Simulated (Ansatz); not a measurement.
Input of an Ansatz 0.2.0 run:

The input input.yaml:

```yaml
crystal:
  lattice:
    - [5.083, 0.0, 0.0]
    - [0.0, 5.083, 0.0]
    - [0.0, 0.0, 5.083]
  atoms:
    - { symbol: W, position: [0.5, 0.25, 0.0] }
    - { symbol: W, position: [0.5, 0.75, 0.0] }
    - { symbol: W, position: [0.75, 0.0, 0.5] }
    - { symbol: W, position: [0.25, 0.0, 0.5] }
    - { symbol: W, position: [0.0, 0.5, 0.75] }
    - { symbol: W, position: [0.0, 0.5, 0.25] }
    - { symbol: W, position: [0.5, 0.5, 0.5] }
    - { symbol: W, position: [0.0, 0.0, 0.0] }
hamiltonian:
  xc: pbesol
  pseudopotentials: { kind: paw }
kpoints:
  mp_grid: { grid: [5, 5, 5] }
scf:
  occupations: { method: fermi_dirac, width: 0.05 }
output:
  forces: true
  stress: true
  eigenvalues: true
  write_density: true
  write_potential: true
  elf: true
  volumetric_format: npy
relax:
  f_tol: 0.01
  max_steps: 40
  cell: { stress_tol: 0.05, p_target: 10.0 }
```

Potentials or basis: Ansatz PAW.

Run with:

```console
$ ansatz run input.yaml --threads 4 --pin off --max-ram 11264MiB --backend cpu --events-out ev --progress --plain --runs-dir out
```

(1) What does it give for the relaxed volume?

(2) Predict the space group after relaxing (to 0.05 Å).

(3) What does it give for the relaxed cell?

(4) Predict the band gap on the k mesh.

## Answers

(1) 15.46 Å³/atom.

(2) Pm-3n (No. 223).

(3) a = 4.982 Å, b = 4.982 Å, c = 4.982 Å, α = 90.00°, β = 90.00°, γ = 90.00°.

(4) none (metal or under the smearing width).

Caveat: the PAW data sets come from PBE, with cores solved anew for the run's functional, which leaves a small shift of forces and pressure.
